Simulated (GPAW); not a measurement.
# Zn K ELNES/XANES of ZnO (zincite, P6_3mc) from DFT

Aim: the dependence of the Zn K near-edge features of ZnO (zincite, P6_3mc) on volume.

Program: GPAW 26.7.0. Level of theory: X-ray absorption from dipole matrix elements to empty bands, plane-wave PAW revPBE. Results are calculated unless marked as measured.

## Step 1: Starting point

The structure is hexagonal, space group P6_3mc (No. 186). Conventional cell: a = 3.249 Å, b = 3.249 Å, c = 5.206 Å, α = 90.00°, β = 90.00°, γ = 120.00°. Zn has 4 O at 1.97 to 1.98 Å nearest. Nearest to O lie 4 Zn at 1.97 to 1.98 Å. Farther neighbours and most contacts between anions are not listed.

## Step 2: The field without a hole

The ground state comes first: it tells whether the system has a gap, which decides how the excited electron is treated.

scf.py reads:

```python
import numpy as np
from ase import Atoms
from ase.parallel import parprint, paropen
from gpaw import GPAW, PW, FermiDirac, Mixer, MixerDif, setup_paths
from gpaw.test import gen
setup_paths.insert(0, '.')
gen('Zn', name='nch1s', xcname='revPBE', corehole=(1, 0, 0), write_xml=True)
from gpaw.mpi import world
world.barrier()

atoms = Atoms('Zn2O2',
    cell=[[3.249308, 0, 0],
     [-1.624654, 2.81398327, 0],
     [0, 0, 5.205709]],
    scaled_positions=[[0.66666667, 0.33333333, 0],
     [0.33333333, 0.66666667, 0.5],
     [0.33333333, 0.66666667, 0.87901],
     [0.66666667, 0.33333333, 0.37901]],
    pbc=True)
atoms.calc = calc = GPAW(legacy_gpaw=True, mode=PW(500, force_complex_dtype=True), xc='revPBE', setups={0: 'nch1s'},
    kpts={'size': (9, 9, 5), 'gamma': True}, occupations=FermiDirac(0.05),
    charge=0, mixer=Mixer(0.1, 5, 50), maxiter=150,
    convergence={'density': 0.0001, 'eigenstates': 1e-6}, txt='scf.txt')
energy = atoms.get_potential_energy() + calc.get_reference_energy()
ef = calc.get_fermi_level()
out = dict(energy=energy, fermi=ef, forces=atoms.get_forces().tolist())
parprint(f'all-electron energy {energy:.4f} eV, Fermi level {ef:.4f} eV')
ev = np.array([[calc.get_eigenvalues(k, s) for k in range(len(calc.get_ibz_k_points()))] for s in range(calc.get_number_of_spins())])
out['homo'], out['lumo'], out['counts'] = ev[ev < ef].max(), ev[ev > ef].min(), sorted(set((ev < ef).sum((0, 2)).tolist()))
out['filled'] = (ev[:, 0] < ef).sum(1).tolist()
import json
with paropen('out.json', 'w') as f:
    json.dump(out, f)
```

Command:

```
$ OMP_NUM_THREADS=1 mpirun -n 4 gpaw python scf.py
```

Numbers of over 12 decimals in the logs are rounded to 6 here.

The log of the run:

```text
Input parameters:
  convergence: {density: 0.0001,
                eigenstates: 1e-06}
  kpts: {gamma: True,
         size: (9, 9, 5)}
  maxiter: 150
  mixer: {backend: pulay,
          beta: 0.1,
          method: separate,
          nmaxold: 5,
          weight: 50}
  mode: {ecut: 500.0,
         force_complex_dtype: True,
         name: pw}
  occupations: {fixmagmom: False,
                name: fermi-dirac,
                width: 0.05}
  setups: {0: nch1s}
  xc: revPBE

Initialize ...

[... PAW data sets ...]

Reference energy: -101815.906256  # eV

Spin-paired calculation

[... convergence settings ...]
Symmetries present (total): 2
  [... symmetry matrices ...]

405 k-points: 9 x 9 x 5 Monkhorst-Pack grid
115 k-points in the irreducible part of the Brillouin zone
       k-points in crystal coordinates                weights
   0:     0.00000000    0.00000000    0.00000000          1/405
   1:     0.00000000    0.00000000    0.20000000          2/405
   2:     0.00000000    0.00000000    0.40000000          2/405
   3:     0.00000000    0.11111111   -0.40000000          2/405
   4:     0.00000000    0.11111111   -0.20000000          2/405
   5:     0.00000000    0.11111111    0.00000000          2/405
   6:     0.00000000    0.11111111    0.20000000          2/405
   7:     0.00000000    0.11111111    0.40000000          2/405
   8:     0.00000000    0.22222222   -0.40000000          2/405
   9:     0.00000000    0.22222222   -0.20000000          2/405
          ...
 114:     0.44444444    0.44444444    0.40000000          4/405

Wave functions: Plane wave expansion
  Cutoff energy: 500.000 eV
  Number of coefficients (min, max): 1189, 1228
  Pulay-stress correction: 0.000000 eV/Ang^3 (de/decut=0.000000)
  Using FFTW library
  Wavefunction extrapolation:
    Improved wavefunction reuse through dual PAW basis

Occupation numbers: Fermi-Dirac:
  width: 0.0500  # eV

Eigensolver
   Davidson(niter=2)

Densities:
  Coarse grid: 18*18*27 grid
  Fine grid: 36*36*54 grid
  Total Charge: 0.000000

Density mixing:
  Method: separate
  Backend: pulay
  Linear mixing parameter: 0.1
  old densities: 5
  Width of damping distribution: 1.1
  Damping of long wavelength oscillations: 50

[... Hamiltonian set-up ...]
Number of atoms: 4
Number of atomic orbitals: 26
Number of bands in calculation: 26
Number of valence electrons: 36
Bands to converge: occupied

... initialized

Initializing position-dependent things.

Density initialized from atomic densities
Creating initial wave functions:
  26 bands from LCAO basis set

        O

        Zn

           O

           Zn

Atomic positions and initial magnetic moments

Positions:
   0 Zn     1.624654    0.937994    0.000000    ( 0.0000,  0.0000,  0.0000)
   1 Zn    -0.000000    1.875989    2.602854    ( 0.0000,  0.0000,  0.0000)
   2 O     -0.000000    1.875989    4.575870    ( 0.0000,  0.0000,  0.0000)
   3 O      1.624654    0.937994    1.973016    ( 0.0000,  0.0000,  0.0000)

Unit cell:
           periodic     x           y           z      points  spacing
  1. axis:    yes    3.249308    0.000000    0.000000    18     0.1563
  2. axis:    yes   -1.624654    2.813983    0.000000    18     0.1563
  3. axis:    yes    0.000000    0.000000    5.205709    27     0.1928

  Lengths:   3.249308   3.249308   5.205709
  Angles:   90.000000  90.000000 120.000000

Effective grid spacing dv^(1/3) = 0.1759

iter:   1   -19.036837
iter:   2   -17.555370   -0.76  -0.99
iter:   3   -16.227411   -0.75  -1.10
iter:   4   -16.211768   -2.30  -1.49
iter:   5   -16.221518c  -2.90  -1.85
iter:   6   -16.216556c  -2.83  -2.56
iter:   7   -16.215892c  -3.80  -2.43
iter:   8   -16.219974c  -3.33  -2.91
iter:   9   -16.216468c  -3.62  -2.83
iter:  10   -16.216453c  -4.63  -3.75
iter:  11   -16.216454c  -6.16c -4.25c

Converged after 11 iterations.

Dipole moment: (-0.000047, 0.000027, 1.338215) |e|*Ang

Energy contributions relative to reference atoms: (reference = -101815.906256)

Kinetic:        +39.401047
Potential:      -32.836763
External:        +0.000000
XC:             -22.838688
Entropy (-ST):   -0.000003
Local:           +0.057950
SIC:             +0.000000
--------------------------
Free energy:    -16.216455
Extrapolated:   -16.216454

Showing only first 2 kpts
 Kpt  Band  Eigenvalues  Occupancy
  0    16      4.04556    1.99981
  0    17      4.04563    1.99980
  0    18      4.88403    0.00107
  0    19      9.32300    0.00000

  1    16      3.97705    1.99995
  1    17      3.97712    1.99995
  1    18      5.72458    0.00000
  1    19      8.99356    0.00000

Fermi level: 4.50735

Gap: 0.838 eV
Transition (v -> c):
  (s=0, k=0, n=17, [0.00, 0.00, 0.00]) -> (s=0, k=0, n=18, [0.00, 0.00, 0.00])
No difference between direct/indirect transitions

Forces in eV/Ang:
  0 Zn    0.00000   -0.00017   -0.07953
  1 Zn    0.00000    0.00016   -0.08177
  2 O     0.00000    0.00019    0.10956
  3 O     0.00000   -0.00018    0.03476
Scalar-relativistic atomic revPBE calculation for Zn (Zinc, Z=30)
Core hole in 1s state (1s occupation: 2.0)
600 radial gridpoints.
|------------------------------------------------|
|------------------------------------------------|
[... the atom generator's iteration count ...]

Energy contributions:
-------------------------
Kinetic:    +1823.775898
XC:           -71.662101
Potential:  -3547.887694
-------------------------
Total:      -1795.773897

state      eigenvalue         ekin         rmax
-----------------------------------------------
1s^2.0 :  -349.912515   451.062306        0.033
2s^2.0 :   -42.556872    85.487936        0.189
2p^6.0 :   -36.894838    83.255717        0.152
3s^2.0 :    -4.748705    18.918667        0.588
3p^6.0 :    -3.064664    16.681134        0.592
3d^10.0:    -0.370382    11.038923        0.567
4s^2.0 :    -0.216675     1.413872        2.097
4p^0.0 :    -0.040034     0.491943        3.096
-----------------------------------------------
(units: Bohr and Hartree)

Generating PAW setup
Kinetic energy of the core from tauc = 1728.082918
Cutoffs:
rc(s)=2.430
rc(p)=2.400
rc(d)=2.230
rc(vbar)=2.260
rc(comp)=2.200
rc(nct)=2.430

Kinetic energy of the core states: 1710.558926
Charge: 0.0
Core electrons: 18.0
Valence electrons: 12.0
Pseudo-core charge: 0.103832
Shape function alpha=2.066
Pseudo-electron charge 3.884088
state    eigenvalue         norm
--------------------------------
4s(2) :    -0.216675     1.123687
*s    :     0.783325
4p(0) :    -0.040034     1.006928
*p    :     0.959966
3d(10):    -0.370382     0.153288
*d    :     0.629618
--------------------------------

Diagonalizing with gridspacing h=0.050

state   all-electron     PAW
-------------------------------
4s:      -0.216675    -0.216841
4p:      -0.040034    -0.040055
3d:      -0.370382    -0.371054
*f:                    0.069890
-------------------------------
all-electron energy -101832.1227 eV, Fermi level 4.5074 eV
```

Wall time 17 s (4 MPI ranks of Arm Neoverse V2, shared host); peak memory 0.2 GiB; 67 s of CPU time.

The mesh shows a gap of 0.84 eV, so the hole is first treated in a charged cell, without the excited electron.

## Step 3: Reference energy of the supercell

The photon energy needs a difference of total energies, so the cell and mesh of the coming hole run are first run without a hole.

Changes to scf.py since step 2:

```diff
@@ -10,13 +10,21 @@
 
-atoms = Atoms('Zn2O2',
-    cell=[[3.249308, 0, 0],
-     [-1.624654, 2.81398327, 0],
-     [0, 0, 5.205709]],
+atoms = Atoms('Zn6O6',
+    cell=[[0, -5.62796655, 0],
+     [4.873962, -2.81398327, 0],
+     [-1.624654, 2.81398327, 5.205709]],
     scaled_positions=[[0.66666667, 0.33333333, 0],
-     [0.33333333, 0.66666667, 0.5],
-     [0.33333333, 0.66666667, 0.87901],
-     [0.66666667, 0.33333333, 0.37901]],
+     [0, 0.66666667, 0],
+     [0.33333333, 0, 0],
+     [0.83333333, 0.16666667, 0.5],
+     [0.16666667, 0.5, 0.5],
+     [0.5, 0.83333333, 0.5],
+     [0.95967, 0.29300333, 0.87901],
+     [0.29300333, 0.62633667, 0.87901],
+     [0.62633667, 0.95967, 0.87901],
+     [0.79300333, 0.45967, 0.37901],
+     [0.12633667, 0.79300333, 0.37901],
+     [0.45967, 0.12633667, 0.37901]],
     pbc=True)
 atoms.calc = calc = GPAW(legacy_gpaw=True, mode=PW(500, force_complex_dtype=True), xc='revPBE', setups={0: 'nch1s'},
-    kpts={'size': (9, 9, 5), 'gamma': True}, occupations=FermiDirac(0.05),
+    kpts={'size': (4, 4, 4), 'gamma': True}, occupations=FermiDirac(0.02),
     charge=0, mixer=Mixer(0.1, 5, 50), maxiter=150,
```

The log of the run:

```text
Input parameters:
  convergence: {density: 0.0001,
                eigenstates: 1e-06}
  kpts: {gamma: True,
         size: (4, 4, 4)}
  maxiter: 150
  mixer: {backend: pulay,
          beta: 0.1,
          method: separate,
          nmaxold: 5,
          weight: 50}
  mode: {ecut: 500.0,
         force_complex_dtype: True,
         name: pw}
  occupations: {fixmagmom: False,
                name: fermi-dirac,
[...]
*s    :     0.783325
4p(0) :    -0.040034     1.006928
*p    :     0.959966
3d(10):    -0.370382     0.153288
*d    :     0.629618
--------------------------------

Diagonalizing with gridspacing h=0.050

state   all-electron     PAW
-------------------------------
4s:      -0.216675    -0.216841
4p:      -0.040034    -0.040055
3d:      -0.370382    -0.371054
*f:                    0.069890
-------------------------------
all-electron energy -305496.3656 eV, Fermi level 4.4682 eV
[key lines of the parts left out:]
Converged after 16 iterations.
Dipole moment: (2.997068, -5.191075, 4.011544) |e|*Ang
Free energy:    -48.648359
Fermi level: 4.46815
```

Wall time 59 s (4 MPI ranks); peak memory 0.31 GiB; 3.9 min of CPU time.

Reference energy: -305496.366 eV with the cores included.

(Continued in part 2 of 4.)

[Banner, clock and machine lines of the logs are left out without a mark of their own.]

[Logs are printed without paths, hosts, clocks, repeated set-up lines and the standing remarks that a program may print on its own settings, such as how far it seeks lower states.]

[Hosts, paths, dates, database ids (printed as entryN), source tags and the programs' standing remarks are cut or masked in the printed files.]

[Lists of maxima count a maximum above −3 eV only where it reaches 4 % of the highest in the window and stands out from its surroundings by 2 % of it (1.5 % where it reaches 55 %); shoulders and weaker maxima are passed over, and of the rest the first, up to two pre-edge ones and the few strongest are named.]
